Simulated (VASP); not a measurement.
Wanted: the native input for a VASP 6.6.1 run.

| Item | Value |
| --- | --- |
| Task | single point |
| Functional | LDA |
| Potentials or basis | VASP PAW LDA potentials, release 64 (Zn) |
| Cutoff | 520 eV |
| k mesh | 24 × 24 × 24 |
| Occupations | gaussian, width 0.15 eV |
| Spin | no spin polarisation |
| Dipole correction | no |
| Further INCAR settings | ALGO = Normal; EDIFF = 1e-06; NBANDS = 12 |

The structure of Zn lies in POSCAR:

```
Zn
1.0
   -1.5690370000      1.5690370000      1.5690370000
    1.5690370000     -1.5690370000      1.5690370000
    1.5690370000      1.5690370000     -1.5690370000
Zn
1
Direct
    0.0000000000      0.0000000000      0.0000000000
```

This isn't the form of Zn at room conditions, which is hcp.

One way to write it, as run:

INCAR

```
  PREC = Accurate
  ENCUT = 520
  EDIFF = 1E-6
  ISMEAR = 0
  SIGMA = 0.15
  LREAL = False
  LASPH = True
  NELM = 100
  ALGO = Normal
  ISIF = 2
  LWAVE = False
  LCHARG = False
  GGA = CA
  NBANDS = 12
```

KPOINTS

```
Automatic mesh
0
Gamma
  24 24 24
```

Potentials or basis: VASP PAW LDA potentials, release 64 (Zn).

The run is started by

```bash
$ cat potpaw_LDA.64/Zn/POTCAR > POTCAR
$ mpirun -np 1 vasp_std > vasp.out
```

It gave:

```
Pressure               : -7.9 GPa
Band gap on the k mesh : none (metal or under the smearing width)
```

Wall time 25 s on 1 thread of AMD EPYC 9R45 96-Core Processor (Zen 5), with other jobs on the host, peak memory 0.14 GiB.
